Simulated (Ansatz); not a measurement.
**Ti3Si: band structure with PBEsol**

Crystal: Ti3Si.

```
CELL_PARAMETERS angstrom
0.00000 3.14436 3.14436
3.14436 0.00000 3.14436
3.14436 3.14436 0.00000
ATOMIC_POSITIONS crystal
Ti 0.00000 0.00000 0.00000
Ti 0.25000 0.25000 0.25000
Ti 0.75000 0.75000 0.75000
Si 0.50000 0.50000 0.50000
```

The cell comes from a database or a generator and needn't be the stable form of this composition.

| Quantity | Value |
| --- | --- |
| Program | Ansatz 0.2.0 |
| Task | band structure |
| Functional | PBEsol |
| Potentials or basis | JTH PAW |
| Cutoff | 1230 eV (not typed: the program's choice for these potentials) |
| k mesh | 7 × 7 × 7 |
| Occupations | fermi-dirac, width 0.05 eV |
| Spin | no spin polarisation |
| Path | [["G", "X", "W", "K", "G", "L", "U", "W", "L", "K"], ["U", "X"]] |
| Points for each segment of the path | 14 |

The pressure is -4.7 GPa and the band gap on the k mesh is none (metal or under the smearing width).

Levels at the corners of the path, in eV from the Fermi level:
| point | band 18 | band 19 | band 20 | band 21 | band 22 | band 23 |
| --- | --- | --- | --- | --- | --- | --- |
| Γ | -2.00 | -0.02 | -0.02 | -0.02 | 2.09 | 2.30 |
| X | -1.89 | -0.29 | -0.22 | -0.22 | 1.09 | 1.25 |
| W | -0.55 | -0.55 | 0.01 | 0.52 | 0.52 | 0.73 |
| K | -0.66 | -0.53 | 0.09 | 0.31 | 0.63 | 0.89 |
| Γ | -2.00 | -0.02 | -0.02 | -0.02 | 2.09 | 2.30 |
| L | -0.44 | -0.44 | -0.19 | -0.19 | 0.61 | 0.92 |
| U | -0.66 | -0.53 | 0.09 | 0.31 | 0.63 | 0.89 |
| W | -0.55 | -0.55 | 0.01 | 0.52 | 0.52 | 0.73 |
| L | -0.44 | -0.44 | -0.19 | -0.19 | 0.61 | 0.92 |
| K | -0.66 | -0.53 | 0.09 | 0.31 | 0.63 | 0.89 |
| U | -0.66 | -0.53 | 0.09 | 0.31 | 0.63 | 0.89 |
| X | -1.89 | -0.29 | -0.22 | -0.22 | 1.09 | 1.25 |

Run time: 16 s on 2 threads of Arm Neoverse V1, with other jobs on the host, peak memory 0.93 GiB.
